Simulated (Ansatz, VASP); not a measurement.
## Au: VASP beside Ansatz

File INCAR:

```
SYSTEM = Au
  PREC = Accurate
  ENCUT = 520
  EDIFF = 1E-7
  ISMEAR = -1
  SIGMA = 0.1
  LREAL = .False.
  LASPH = .True.
  NELM = 100
  ALGO = Normal
  ISIF = 2
  LWAVE = .False.
  LCHARG = .False.
  GGA = PS
  NBANDS = 12
```

KPOINTS

```
regular mesh
0
Gamma
  13 13 13
  0 0 0
```

POSCAR

```
Au
1.0
    2.5818677094      0.0000000000      0.0000000000
    0.0000000000      2.5818677094      0.0000000000
    0.0000000000      0.0000000000      2.5818677094
Au
1
Direct
    0.0000000000      0.0000000000      0.0000000000
```

Input for Ansatz:

```yaml
crystal:
  lattice:
    - [2.5818677094, 0.0, 0.0]
    - [0.0, 2.5818677094, 0.0]
    - [0.0, 0.0, 2.5818677094]
  atoms:
    - { symbol: Au, position: [0.0, 0.0, 0.0] }
hamiltonian:
  xc: pbesol
  pseudopotentials:
    kind: paw
    azcp:
      Au: "pseudopotentials/Au.paw.azcp"
basis:
  ecutwfc: 420
  fft_grid_basis: typed
kpoints:
  mp_grid: { grid: [13, 13, 13], shift: [0, 0, 0] }
magnetization:
  spin_polarized: false
scf:
  occupations: { method: fermi_dirac, width: 0.1 }
  lower_state_search: "off"
output:
  stress: true
```

Alike in both runs: task single point; functional PBEsol; k mesh 13 × 13 × 13; occupations fermi-dirac, width 0.1 eV; no spin polarisation.

```csv
,VASP,Ansatz
version,VASP 6.6.1,Ansatz 0.2.0
potentials or method,"VASP PAW PBE potentials, release 64 (Au)","plane waves (420 eV) with PAW, scalar-relativistic"
plane-wave cutoff (eV),520,420
valence electrons in the cell,11,19
```

|  | VASP | Ansatz | Ansatz less VASP |
| --- | --- | --- | --- |
| pressure (GPa) | 23.6 | 24.0 | +0.33 |

The functional is the same, so the differences come from potentials, cutoffs and numerics. The two sets of potentials don't hold the same shells in valence. Ansatz warned: «pseudo_functional_mismatch».

Caveats: so large a pressure means that the cell lies far from this level's equilibrium, or that cutoff or potentials fall short (VASP); the potentials were made for another functional, which shifts forces and pressure (VASP). The runs have no spin-orbit coupling, so splittings on Au are missing.
